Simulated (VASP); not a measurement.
# InP (F-43m) in VASP: notebook

Aim: see how the results for InP move with the level of theory and the settings. Levels: LDA, PBE. Tasks: single point.

All numbers are computed with VASP 6.6.1; they aren't measurements. Logs are shortened: lines on timing, memory, paths and dates and some standing lists are left out, and cuts for length are marked.

### Step 1. The undisturbed crystal

Symmetry: F-43m, No. 216, cubic system. Conventional cell: a = 5.861 Å, b = 5.861 Å, c = 5.861 Å, α = 90.00°, β = 90.00°, γ = 90.00°. In (site symmetry -43m) has 4 P at 2.54 Å as nearest neighbours. P (site symmetry -43m) has 4 In at 2.54 Å as nearest neighbours.

### Step 2. Single point, LDA (grid = ENCUT=650 dk=0.45 cell=2x2x2 ISMEAR=0 SIGMA=0.05 LREAL=Auto EDIFF=1e-06)

File INCAR:

```
ALGO     = Fast           # electronic algorithm
EDIFF    = 1E-6           # SCF threshold, eV
ENCUT    = 650            # plane-wave cutoff, eV
ISIF     = 2              # what is computed and relaxed
ISMEAR   = 0              # smearing method
LASPH    = T              # aspherical terms in the spheres
LCHARG   = F              # write CHGCAR
LREAL    = Auto         
LWAVE    = F              # write WAVECAR
NBANDS   = 80             # bands
NELM     = 120            # most SCF steps
PREC     = Accurate       # precision mode
SIGMA    = 0.05           # smearing width, eV
```

File KPOINTS:

```
k-points
0
Gamma
  3 3 3
```

File POSCAR:

```
InP
1.0
    0.0000000000      5.8610000000      5.8610000000
    5.8610000000      0.0000000000      5.8610000000
    5.8610000000      5.8610000000      0.0000000000
P In
8 8
Direct
    0.0000000000      0.0000000000      0.0000000000
    0.3750000000      0.3750000000      0.3750000000
    0.3750000000      0.3750000000      0.8750000000
    0.3750000000      0.8750000000      0.3750000000
    0.8750000000      0.3750000000      0.3750000000
    0.8750000000      0.3750000000      0.8750000000
    0.8750000000      0.8750000000      0.3750000000
    0.8750000000      0.8750000000      0.8750000000
    0.0000000000      0.0000000000      0.5000000000
    0.0000000000      0.5000000000      0.0000000000
    0.0000000000      0.5000000000      0.5000000000
    0.5000000000      0.0000000000      0.0000000000
    0.5000000000      0.0000000000      0.5000000000
    0.5000000000      0.5000000000      0.0000000000
    0.5000000000      0.5000000000      0.5000000000
    0.3750000000      0.8750000000      0.8750000000
```

Potentials or basis: VASP PAW LDA potentials, release 64 (P, In_d).

Launch:

```
$ cat potpaw_LDA.64/P/POTCAR potpaw_LDA.64/In_d/POTCAR > POTCAR
$ mpirun -np 1 vasp_std > vasp.out
```

OUTCAR:

```text
EDIFF = 1E-6
   ENCUT = 650
   ISIF = 2
   ISMEAR = 0
   LASPH = T
   LREAL = Auto
   NELM = 120
   PREC = Accurate

 Found      6 irreducible k-points:

 Following reciprocal coordinates:
            Coordinates               Weight
  0.000000  0.000000  0.000000      1.000000
  0.333333  0.000000  0.000000      2.000000
  0.000000  0.333333  0.000000      6.000000
  0.333333  0.333333  0.000000      6.000000
 -0.333333  0.333333  0.000000      6.000000
  0.000000 -0.333333  0.333333      6.000000
   k-points           NKPTS =      6   k-points in BZ     NKDIM =      6   number of bands    NBANDS=     80
   number of dos      NEDOS =    301   number of ions     NIONS =     16
   total plane-waves  NPLWV = 343000
   dimension x,y,z NGX =    70 NGY =   70 NGZ =   70
   dimension x,y,z NGXF=   140 NGYF=  140 NGZF=  140
   ions per type =               8   8
   NGX,Y,Z   is equivalent  to a cutoff of  14.04, 14.04, 14.04 a.u.
   NGXF,Y,Z  is equivalent  to a cutoff of  28.08, 28.08, 28.08 a.u.
 SYSTEM =  unknown system
   PREC   = accura    normal or accurate (medium, high low for compatibility)
   ISTART =      0    job   : 0-new  1-cont  2-samecut
   ICHARG =      2    charge: 1-file 2-atom 10-const
   ISPIN  =      1    spin polarized calculation?
   LNONCOLLINEAR =      F non collinear calculations
   LSORBIT =      F    spin-orbit coupling
   LASPH  =      T    aspherical Exc in radial PAW
   ENCUT  =  650.0 eV  47.77 Ry    6.91 a.u.  17.23 17.23 17.23*2*pi/ulx,y,z
   NELM   =    120;   NELMIN=  2; NELMDL= -5     # of ELM steps
   EDIFF  = 0.1E-05   stopping-criterion for ELM
   LREAL  =      T    real-space projection
   EDIFFG = 0.1E-04   stopping-criterion for IOM
   NSW    =      0    number of steps for IOM
   IBRION =     -1    ionic relax: 0-MD 1-quasi-New 2-CG
   NFREE  =      0    steps in history (QN), initial steepest desc. (CG)
   ISIF   =      2    stress and relaxation
   ISYM   =      2    0-nonsym 1-usesym 2-fastsym
   POTIM  = 0.5000    time-step for ionic-motion
   TEBEG  =    0.0;   TEEND  =   0.0 temperature during run
   PSTRESS=    0.0 pullay stress
   NELECT =     144.0000    total number of electrons
   NUPDOWN=      -1.0000    fix difference up-down
   EMIN   =  10.00;   EMAX   =-10.00  energy-range for DOS
   EFERMI =   0.00;   METHOD = LEGACY
   ISMEAR =     0;   SIGMA  =   0.05  broadening in eV -4-tet -1-fermi 0-gaus
   EFERMI_NEDOS =   21; number of points for ismear=-14 and -15
   IALGO  =     68    algorithm
   IMIX   =      4    mixing-type and parameters
     AMIX     =   0.40;   BMIX     =  1.00
     AMIX_MAG =   1.60;   BMIX_MAG =  1.00
  volume/ion in A,a.u.               =      25.17       169.83
  Fermi-wavevector in a.u.,A,eV,Ry     =   1.162021  2.195901 18.371846  1.350293
  Thomas-Fermi vector in A             =   2.298587
   LORBIT       =      0    0 simple, 1 ext, 2 COOP (PROOUT), +10 PAW based schemes
   GGA     = CA    functional components
   LHFCALC =     F    Hartree Fock is set to
   AEXX    =    0.0000 exact exchange contribution
   IVDW    =     0    specifies the selected vdW correction
   LEPSILON=     F    determine dielectric tensor
   LRPA    =     F    only Hartree local field effects (RPA)
 non-spin polarized calculation
 RMM-DIIS sequential band-by-band and
 Gauss-broadening in eV      SIGMA  =   0.05
  energy-cutoff  :      650.00
  volume of cell :      402.67
 maximum number of plane-waves:     15183
 NGX is ok and might be reduce to    70
   NGX = 35   NGY = 35   NGZ = 35

 number of electron     144.0000012 magnetization

 Free energy of the ion-electron system (eV)
  ---------------------------------------------------
  ext. energy  EPLUGINS =         0.00000000
  ---------------------------------------------------
  free energy    TOTEN  =       -73.84897098 eV

  energy without entropy =      -73.84108070  energy(sigma->0) =      -73.84502584

 E-fermi :   5.5274     XC(G=0):  -9.6251

 val. band max:        5.5256242519   @ k =   0.3333   0.0000   0.0000
 cond. band min:       5.5635804084   @ k =   0.3333   0.3333   0.0000
 fundamental gap:      0.0379561565
 Fermi energy:         5.5274176872

 k-point     1 :       0.0000    0.0000    0.0000
  band No.  band energies     occupation
      1      -9.6170      2.00000
      2      -9.6170      2.00000
      3      -9.4311      2.00000
      4      -9.3928      2.00000
      5      -9.3928      2.00000
      6      -9.3891      2.00000
[... 72 lines left out ...]
     79       6.5605      0.00000
     80       6.9156      0.00000

 k-point     2 :       0.3333    0.0000    0.0000
  band No.  band energies     occupation
      1      -9.6167      2.00000
      2      -9.6167      2.00000
      3      -9.4178      2.00000
      4      -9.3958      2.00000
      5      -9.3787      2.00000
      6      -9.3787      2.00000
[... 72 lines left out ...]
     79       7.6264      0.00000
     80       8.1899      0.00000

 k-point     3 :       0.0000    0.3333    0.0000
  band No.  band energies     occupation
      1      -9.6240      2.00000
      2      -9.6160      2.00000
      3      -9.4106      2.00000
      4      -9.3923      2.00000
      5      -9.3830      2.00000
      6      -9.3729      2.00000
[... 72 lines left out ...]
     79       7.4038      0.00000
     80       8.0725      0.00000

 k-point     4 :       0.3333    0.3333    0.0000
  band No.  band energies     occupation
      1      -9.6236      2.00000
      2      -9.6162      2.00000
      3      -9.4098      2.00000
      4      -9.3866      2.00000
      5      -9.3785      2.00000
      6      -9.3727      2.00000
[... 72 lines left out ...]
     79       7.6823      0.00000
     80       7.8053      0.00000

 k-point     5 :      -0.3333    0.3333    0.0000
  band No.  band energies     occupation
      1      -9.6236      2.00000
      2      -9.6160      2.00000
      3      -9.4011      2.00000
      4      -9.3936      2.00000
      5      -9.3749      2.00000
      6      -9.3646      2.00000
[... 72 lines left out ...]
     79       8.4415      0.00000
     80       8.6093      0.00000

 k-point     6 :       0.0000   -0.3333    0.3333
  band No.  band energies     occupation
      1      -9.6257      2.00000
      2      -9.6171      2.00000
      3      -9.3943      2.00000
      4      -9.3893      2.00000
      5      -9.3831      2.00000
      6      -9.3614      2.00000
[... 72 lines left out ...]
     79       8.4025      0.00000
     80       8.5370      0.00000

------------------------ aborting loop because EDIFF is reached ----------------------------------------

  FORCE on cell =-STRESS in cart. coord.  units (eV):
  Direction    XX          YY          ZZ          XY          YZ          ZX
  --------------------------------------------------------------------------------------
  -------------------------------------------------------------------------------------
  Total        0.2906314      0.2906314      0.2906314      0.7962305     -0.7962305      0.7962305
  in kB        1.1563998      1.1563998      1.1563998      3.1681392     -3.1681392      3.1681392
  external PRESSURE =       1.1563998 kB  Pullay stress =       0.0000000 kB

 VOLUME and BASIS-vectors are now :
 -----------------------------------------------------------------------------
  energy-cutoff  :      650.00
  volume of cell :      402.67
      direct lattice vectors                 reciprocal lattice vectors
     0.000000000  5.861000000  5.861000000    -0.085309674  0.085309674  0.085309674
     5.861000000  0.000000000  5.861000000     0.085309674 -0.085309674  0.085309674
     5.861000000  5.861000000  0.000000000     0.085309674  0.085309674 -0.085309674

 POSITION                                       TOTAL-FORCE (eV/Angst)
 -----------------------------------------------------------------------------------
      0.00000      0.00000      0.00000         0.385259     -0.385259     -0.385259
      4.39575      4.39575      4.39575        -0.110820      0.013235      0.013235
      7.32625      7.32625      4.39575        -0.013235      0.110820      0.013235
      7.32625      4.39575      7.32625        -0.013235      0.013235      0.110820
      4.39575      7.32625      7.32625         0.027582     -0.027582     -0.027582
      7.32625     10.25675      7.32625        -0.567785      0.567785     -0.868201
[... 8 lines left out ...]
      5.86100      5.86100      5.86100         0.060885     -0.060885     -0.060885
     10.25675      7.32625      7.32625         0.895854     -0.895854     -0.895854
 -----------------------------------------------------------------------------------
    total drift:                                0.000504     -0.000503     -0.000503

  FREE ENERGIE OF THE ION-ELECTRON SYSTEM (eV)
  ---------------------------------------------------
  free  energy   TOTEN  =       -73.8489709786 eV

  energy  without entropy=      -73.8410807005  energy(sigma->0) =      -73.84502584
```

It took 7.5 min on 1 thread of Intel Xeon 6975P-C (Granite Rapids), shared host; peak memory 0.6 GiB.

The run converged, but some of its settings lie outside the range that counts as converged, so its numbers aren't taken as properties of the crystal.

What came out:

- Free energy: -73.8490 eV
- Pressure: 0.1 GPa
- Largest force: 1.552 eV/Å
- Band gap on the k mesh: none (metal or under the smearing width)

### Step 3. Single point, PBE (grid = ENCUT=400 dk=1.6 cell=2x2x1 ISMEAR=0 SIGMA=0.05 LREAL=Auto EDIFF=1e-06)

File INCAR:

```
SYSTEM = InP
PREC     = Accurate       ! precision mode
ENCUT    = 400            ! plane-wave cutoff, eV
EDIFF    = 1E-6           ! SCF threshold, eV
ISMEAR   = 0              ! smearing method
SIGMA    = 0.05           ! smearing width, eV
LREAL    = Auto         
LASPH    = .True.         ! aspherical terms in the spheres
NELM     = 120            ! most SCF steps
ALGO     = Fast           ! electronic algorithm
ISIF     = 2              ! what is computed and relaxed
LWAVE    = .False.        ! write WAVECAR
LCHARG   = .False.        ! write CHGCAR
GGA      = PE             ! functional
NBANDS   = 44             ! bands
```

File KPOINTS:

```
Automatic mesh
0
Gamma
  2 2 2
  0 0 0
```

File POSCAR:

```
InP
1.0
    0.0000000000      5.8610000000      5.8610000000
    5.8610000000      0.0000000000      5.8610000000
    2.9305000000      2.9305000000      0.0000000000
P In
4 4
Direct
    0.0000000000      0.0000000000      0.0000000000
    0.3750000000      0.3750000000      0.7500000000
    0.8750000000      0.3750000000      0.7500000000
    0.8750000000      0.8750000000      0.7500000000
    0.0000000000      0.5000000000      0.0000000000
    0.5000000000      0.0000000000      0.0000000000
    0.5000000000      0.5000000000      0.0000000000
    0.3750000000      0.8750000000      0.7500000000
```

Potentials or basis: VASP PAW PBE potentials, release 64 (P, In_d).

Launch:

```
$ cat potpaw_PBE.64/P/POTCAR potpaw_PBE.64/In_d/POTCAR > POTCAR
$ mpirun -np 1 vasp_std > vasp.out
```

OUTCAR:

```text
SYSTEM = InP
   PREC = Accurate
   ENCUT = 400
   EDIFF = 1E-6
   ISMEAR = 0
   LREAL = Auto
   LASPH = .True.
   NELM = 120
   ISIF = 2
   GGA = PE

 Found      8 irreducible k-points:

 Following reciprocal coordinates:
            Coordinates               Weight
  0.000000  0.000000  0.000000      1.000000
  0.500000  0.000000  0.000000      1.000000
  0.000000  0.500000  0.000000      1.000000
  0.500000  0.500000  0.000000      1.000000
  0.000000  0.000000  0.500000      1.000000
  0.500000  0.000000  0.500000      1.000000
   k-points           NKPTS =      8   k-points in BZ     NKDIM =      8   number of bands    NBANDS=     44
   number of dos      NEDOS =    301   number of ions     NIONS =      8
   total plane-waves  NPLWV =  81648
   dimension x,y,z NGX =    54 NGY =   54 NGZ =   28
   dimension x,y,z NGXF=   108 NGYF=  108 NGZF=   56
   ions per type =               4   4
   NGX,Y,Z   is equivalent  to a cutoff of  10.83, 10.83, 11.23 a.u.
   NGXF,Y,Z  is equivalent  to a cutoff of  21.66, 21.66, 22.46 a.u.
 SYSTEM =  InP
   PREC   = accura    normal or accurate (medium, high low for compatibility)
   ISTART =      0    job   : 0-new  1-cont  2-samecut
[... 66 lines left out ...]
      1     -10.0187      2.00000
      2      -9.7842      2.00000
      3      -9.6738      2.00000
      4      -9.5553      2.00000
      5      -9.5339      2.00000
      6      -9.2897      2.00000
[... 271 lines left out ...]
     43       9.8279      0.00000
     44      10.1691      0.00000

 [... further k-points ...]

------------------------ aborting loop because EDIFF is reached ----------------------------------------

  FORCE on cell =-STRESS in cart. coord.  units (eV):
  Direction    XX          YY          ZZ          XY          YZ          ZX
  --------------------------------------------------------------------------------------
  -------------------------------------------------------------------------------------
  Total        7.8636003      7.8636003      7.0098332      0.4863467     -0.7291862      0.7291860
  in kB       62.5773044     62.5773044     55.7831589      3.8702709     -5.8027504      5.8027487
  external PRESSURE =      60.3125892 kB  Pullay stress =       0.0000000 kB

 VOLUME and BASIS-vectors are now :
 -----------------------------------------------------------------------------
  energy-cutoff  :      400.00
  volume of cell :      201.33
      direct lattice vectors                 reciprocal lattice vectors
     0.000000000  5.861000000  5.861000000    -0.085309674  0.085309674  0.085309674
     5.861000000  0.000000000  5.861000000     0.085309674 -0.085309674  0.085309674
     2.930500000  2.930500000  0.000000000     0.170619348  0.170619348 -0.170619348

 POSITION                                       TOTAL-FORCE (eV/Angst)
 -----------------------------------------------------------------------------------
      0.00000      0.00000      0.00000         0.918315     -0.918315     -2.256375
      4.39575      4.39575      4.39575        -0.166645      0.166645     -0.227421
      4.39575      7.32625      7.32625        -0.727696      0.727696     -0.982693
      7.32625      7.32625     10.25675        -0.077249      0.077249      2.918805
      2.93050      0.00000      2.93050        -0.175663      0.175663      0.333540
      0.00000      2.93050      2.93050         0.252309     -0.252309      2.988171
      2.93050      2.93050      5.86100        -0.971979      0.971979     -1.165336
      7.32625      4.39575      7.32625         0.948608     -0.948608     -1.608691
 -----------------------------------------------------------------------------------
    total drift:                               -0.000800      0.000833     -0.002341

  FREE ENERGIE OF THE ION-ELECTRON SYSTEM (eV)
  ---------------------------------------------------
  free  energy   TOTEN  =       -29.6158772346 eV

  energy  without entropy=      -29.6158652536  energy(sigma->0) =      -29.61587124
```

stdout:

```text
POSCAR found type information on POSCAR P In
 POSCAR found :  2 types and       8 ions
 scaLAPACK will be used
 -----------------------------------------------------------------------------
|                                                                             |
|                                                                             |
|     You have a (more or less) 'small supercell' and for smaller cells       |
|     it is recommended to use the reciprocal-space projection scheme!        |
|     The real-space optimization is not efficient for small cells and it     |
|     is also less accurate ...                                               |
|     Therefore, set LREAL=.FALSE. in the INCAR file.                         |
|                                                                             |
 -----------------------------------------------------------------------------

 LDA part: xc-table for (Slater+PW92), standard interpolation
 POSCAR, INCAR and KPOINTS ok, starting setup
 FFT: planning ... GRIDC
 FFT: planning ... GRID_SOFT
 FFT: planning ... GRID
 WAVECAR not read
 entering main loop
```

It took 85 s on 1 thread of AMD EPYC 9R14 (Zen 4), shared host; peak memory 0.24 GiB.

These settings aren't checked as converged: the numbers below hold their error.

Results:

* Free energy: -29.6159 eV
* Pressure: 6.0 GPa
* Largest force: 3.009 eV/Å
* Band gap on the k mesh: none (metal or under the smearing width)

Caveat: the k mesh is coarse (spacing up to 0.93 Å⁻¹), so the values aren't converged.

### Step 4. Single point, PBE (grid = ENCUT=400 dk=0.9 cell=2x2x1 ISMEAR=0 SIGMA=0.05 LREAL=Auto EDIFF=1e-06)

INCAR is that of step 3.

File KPOINTS:

```
Automatic mesh
0
Gamma
  3 3 3
  0 0 0
```

POSCAR is that of step 3.

Launch:

```
$ cat potpaw_PBE.64/P/POTCAR potpaw_PBE.64/In_d/POTCAR > POTCAR
$ mpirun -np 1 vasp_std > vasp.out
```

It took 1.7 min on 1 thread of AMD EPYC 9R14 (Zen 4), shared host; peak memory 0.25 GiB.

These settings aren't checked as converged: the numbers below hold their error.

Results:

```
Free energy            : -30.1153 eV
Pressure               : 5.5 GPa
Largest force          : 2.292 eV/Å
Band gap on the k mesh : none (metal or under the smearing width)
```

Caveat: the k mesh is coarse (spacing up to 0.62 Å⁻¹), so the values aren't converged.

### Step 5. For comparison

An earlier run on the cell as given: functional PBEsol; potentials or basis VASP PAW PBE potentials, release 64 (In_d, P); cutoff 520 eV; k mesh 8 × 8 × 8; occupations fermi-dirac, width 0.05 eV; no spin polarisation.

* Pressure: 0.6 GPa
* Band gap on the k mesh: 0.61 eV, direct
